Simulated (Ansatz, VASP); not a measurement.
# SiC: VASP beside Ansatz

```
Si C
1.0
     0.00000    2.18987    2.18987
     2.18987    0.00000    2.18987
     2.18987    2.18987    0.00000
Si C
1 1
Direct
  0.00000 0.00000 0.00000
  0.25000 0.25000 0.25000
```

Alike in both runs: functional PBE; k mesh 10 × 10 × 10; no spin polarisation.

Ansatz relaxed the structure, and its values are those at the end. VASP's run is a single point on that final structure, the one shown.

```csv
,VASP,Ansatz
version,VASP 6.6.1,Ansatz 0.2.0
potentials or method,"VASP PAW PBE potentials, release 64 (Si, C)","scalar-relativistic, plane waves, PAW"
plane-wave cutoff (eV),520,420
occupations,"gaussian, width 0.01 eV",fixed
valence electrons in the cell,8,8
```

```tsv
	VASP	Ansatz	Ansatz less VASP
gap on the k mesh at the Fermi level (eV)	1.37	1.37	+0.002
least direct gap on the mesh (eV)	4.53	4.53	+0.003
pressure (GPa)	0.0	0.0	+0.05
```

A k mesh can miss the band edges. Expect the measured gap to be larger: semilocal functionals such as PBE lack the derivative discontinuity.
